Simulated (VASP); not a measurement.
Input of a VASP 6.6.1 run:

INCAR

```
SYSTEM = Bi
ALGO = Normal
EDIFF = 1E-7
ENCUT = 520
GGA = PE
ISIF = 2
ISMEAR = 0
LASPH = .TRUE.
LCHARG = .FALSE.
LREAL = .FALSE.
LWAVE = .FALSE.
NBANDS = 22
NELM = 100
PREC = Accurate
SIGMA = 0.1
```

File KPOINTS:

```
k-points
0
G
  6 6 4
  0 0 0
```

Contents of POSCAR:

```
Bi
1.0
    1.7139710889     -4.9900973171      0.0000000000
    1.7139710889      4.9900973171      0.0000000000
   -0.1455574146      0.0000000000      4.1268284513
Bi
2
Direct
    0.8690000000      0.1310000000      0.2500000000
    0.1310000000      0.8690000000      0.7500000000
```

Potentials or basis: VASP PAW PBE potentials, release 64 (Bi_d).

Launch:

```sh
$ cat potpaw_PBE.64/Bi_d/POTCAR > POTCAR
$ mpirun -np 1 vasp_std > vasp.out
```

**Question.** Estimate the largest force.

**Answer.** 0.328 eV/Å.

**Question.** Predict the pressure.

**Answer.** -2.1 GPa.

Forces in eV/Å, atoms in the order of the input:
```
Bi   0.000 -0.328  0.000
Bi   0.000  0.328  0.000
```

Caveat: the k mesh is coarse (spacing up to 0.38 Å⁻¹), so the values aren't converged.
